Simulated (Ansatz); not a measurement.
ZnAu: moving Zn off its site

ZnAu, Pm-3m, a = 3.147 Å (as given, not relaxed at this level: 4.8 GPa). The structure is a COD entry; whether it is the stable form wasn't checked. Ansatz: PBE, PAW, 420 eV, Γ-centred 16×16×16 mesh on 2 atoms, Gaussian smearing 0.15 eV; no spin polarisation.

```xyz
2
Lattice="3.1470 0.0000 0.0000 0.0000 3.1470 0.0000 0.0000 0.0000 3.1470" Properties=species:S:1:pos:R:3 pbc="T T T"
Zn    1.5735    1.5735    1.5735
Au    0.0000    0.0000    0.0000
```

Atom 1 (Zn) moves by x along the unit vector (-1.000, 0.000, 0.000), with its periodic images; all else is held. y is the free energy of the cell over the start, F the force along the path summed over the moved atoms. Symmetry makes y even in x.

```tsv
x (Å)	y (meV)	F (eV/Å)
-0.5000	?	?
-0.2500	117.7	0.94
0.0000	0.0	0.00
0.0625	7.3	-0.23
0.1250	29.4	-0.47
0.1875	66.1	-0.71
0.3125	184.0	-1.18
0.3750	264.7	-1.41
0.4375	359.6	-1.63
```

**Question.** Fit y = c2 x² + c4 x⁴ to the energies of the other rows, give the force constant, and predict energy and force of the missing row.

**Answer.** Least squares on the rows shown. y = 1887.1 x² − 41.431 x⁴. The force constant is 2 c2 = 3.77 eV/Å², for the cell as given, at 4.8 GPa (for all images moving together, not for a lone atom). With two atoms in a cubic cell this is the optical mode at Γ (in a metal it hangs on mesh and smearing): ω = 521.5 √(2 c2/μ) = 145 cm⁻¹ for μ = 49.09 u. The force −dy/dx at the missing row is 1.87 eV/Å (computed 1.84). At x = -0.5000 the fit asked for gives 469.2 meV. The run gave 467.8 meV, so the fit is 1.4 meV too high, a small miss on the scale of the series.

Spin–orbit coupling is left out, which can shift energies with elements as heavy as these.